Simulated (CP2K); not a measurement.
Runs of CP2K 2026.2 on MgO. Symmetry: Fm-3m, No. 225, cubic system. The conventional cell has a = 4.194 Å, b = 4.194 Å, c = 4.194 Å, α = 90.00°, β = 90.00°, γ = 90.00°. Mg (site symmetry m-3m) is surrounded by 6 O at 2.10 Å. O (site symmetry m-3m) is surrounded by 6 Mg at 2.10 Å. The cell is a database's computed one.

```csv
task,level,potentials or basis,smearing,EPS_DEFAULT,NGRIDS,points a segment of the path (NPOINTS),bands added on the path,gap on the mesh (eV),pressure (GPa),V0 of scaled cells (Å³/atom),B0 (GPa)
band structure,LDA,"GTH_POTENTIALS Mg GTH-PADE-q10, O GTH-PADE-q6; TZVP-MOLOPT-PBE-GTH basis",fermi-dirac 0.05 eV,1.0E-10,5,6,6,4.73,0.3,-,-
band structure,TB-mBJ,"POTENTIAL_UZH Mg GTH-PBE-q10, O GTH-PBE-q6; TZVP-MOLOPT-PBE-GTH basis",fermi-dirac 0.05 eV,1.0E-10,5,8,6,5.42,-,-,-
band structure,PBEsol,"POTENTIAL_UZH Mg GTH-PBE-q10, O GTH-PBE-q6; TZVP-MOLOPT-PBE-GTH basis",fermi-dirac 0.01 eV,1.0E-9,5,8,6,4.68,7.0,-,-
band structure,r2SCAN,"POTENTIAL_UZH Mg GTH-SCAN-q10, O GTH-SCAN-q6; TZVP-MOLOPT-SCAN-GTH basis",fermi-dirac 0.05 eV,1.0E-9,5,10,6,(c),(a),-,-
equation of state,LDA,"GTH_POTENTIALS Mg GTH-PADE-q10, O GTH-PADE-q6; TZVP-MOLOPT-PBE-GTH basis",fermi-dirac 0.05 eV,1.0E-9,4,-,-,-,-,9.24,171
equation of state,PBEsol,"POTENTIAL_UZH Mg GTH-PBE-q10, O GTH-PBE-q6; TZVP-MOLOPT-PBE-GTH basis",fermi-dirac 0.0259 eV,1.0E-9,4,-,-,-,-,(b),(d)
```

Alike in all rows: no spin polarisation; cell as given; k mesh 11 × 11 × 11.

Problem. Fill in the values left out.

Solution. (a) 4.7; (b) 9.61; (c) 5.75; (d) 156.

Caveats: the basis of atomic orbitals isn't converged, which shifts pressures, moduli and gaps; the potentials were made for another functional, which shifts forces and pressure (some runs); this is a model potential without an energy functional, so only levels have meaning (some runs).

Runs at the PBE level aren't shown here.
